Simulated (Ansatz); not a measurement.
Here is an Ansatz 0.2.0 calculation.

The input input.yaml:

```yaml
crystal:
  lattice:
    - [0.0, 2.0970013927, 2.0970013927]
    - [2.0970013927, 0.0, 2.0970013927]
    - [2.0970013927, 2.0970013927, 0.0]
  atoms:
    - { symbol: Mg, position: [0.0, 0.0, 0.0] }
    - { symbol: O, position: [0.5, 0.5, 0.5] }
kpoints:
  mp_grid: { grid: [11, 11, 11] }
scf:
  occupations: { method: fermi_dirac, width: 0.05 }
hamiltonian:
  xc: pbe
  pseudopotentials: { kind: all_electron, lapw: { basis_error: 0.001 } }
output:
  forces: true
  stress: true
  eigenvalues: true
  populations: true
```

Potentials or basis: all-electron LAPW, scalar-relativistic.

Command:

```console
$ ansatz run input.yaml --threads 1 --pin off --max-ram 3072MiB --backend cpu --events-out ev --progress --plain --runs-dir out
```

Q: Predict the pressure.

A: 7.0 GPa.

Q: Predict the Loewdin charges.

A: Mg +1.53; O -1.37 e.

Q: Predict the band gap on the k mesh.

A: 4.86 eV, direct.

**What was measured.**

“Electronic structure of alkaline earth and post-transition metal oxides”, 2009, arxiv:0908.1581 quotes, for a bulk crystal of MgO: band gap 7.83 eV.

Against the measured gap of MgO, 7.83 eV (quoted in “Electronic structure of alkaline earth and post-transition metal oxides”, 2009, arxiv:0908.1581), the calculated 4.86 eV is off by -2.97 eV. The value is that of PBE, without temperature or zero-point motion. Semilocal functionals fall short of measured gaps as a rule. The cell is a database's relaxed one, not the measured one, which moves gaps too.
